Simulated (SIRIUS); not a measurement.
Ru under changes of volume

One of the cells (13.575 Å³/atom); the others are scaled copies at fixed shape and fractional positions:

```
CELL_PARAMETERS angstrom
2.70580 0.00000 0.00000
-1.35290 2.34329 0.00000
0.00000 0.00000 4.28190
ATOMIC_POSITIONS crystal
Ru 0.66667 0.33333 0.75000
Ru 0.33333 0.66667 0.25000
```

```yaml
Program: SIRIUS 7.12.0
Functional: PBEsol
Potentials_or_basis: PseudoDojo 0.4.1 PBEsol standard (scalar relativistic)
Cutoff: 1152 eV
Density_cutoff: 4606 eV
k_mesh: 11 × 11 × 6
Occupations: fermi-dirac, width 0.05 eV
Spin: no spin polarisation
```

| volume (Å³/atom) | energy over the lowest point (meV/atom) | pressure (GPa) |
| --- | --- | --- |
| 12.760 | 30.03 | 17.3 |
| 13.032 | 8.16 | 8.7 |
| 13.303 | 0.00 | 1.1 |
| 13.575 | 4.04 | -5.7 |
| 13.846 | ? | ? |
| 14.118 | 43.43 | -17.1 |
| 14.389 | 76.48 | -21.8 |

Task: What does the run at 13.846 Å³/atom give?

Result: Energy over the lowest point 18.92 meV/atom; pressure -11.7 GPa.

Worked out: A Birch-Murnaghan fit of order 3 (a polynomial in V^(-2/3)) to the other rows has its minimum at 13.34 Å³/atom with B0 = V·E''(V) = 347 GPa and B' = 4.7 at fixed shape and positions, which overstates the stiffness. It gives 18.87 meV/atom at 13.846 Å³/atom, against the run's 18.92, and -dE/dV = -11.7 GPa, against -11.7.

Energies are extrapolated to zero smearing.
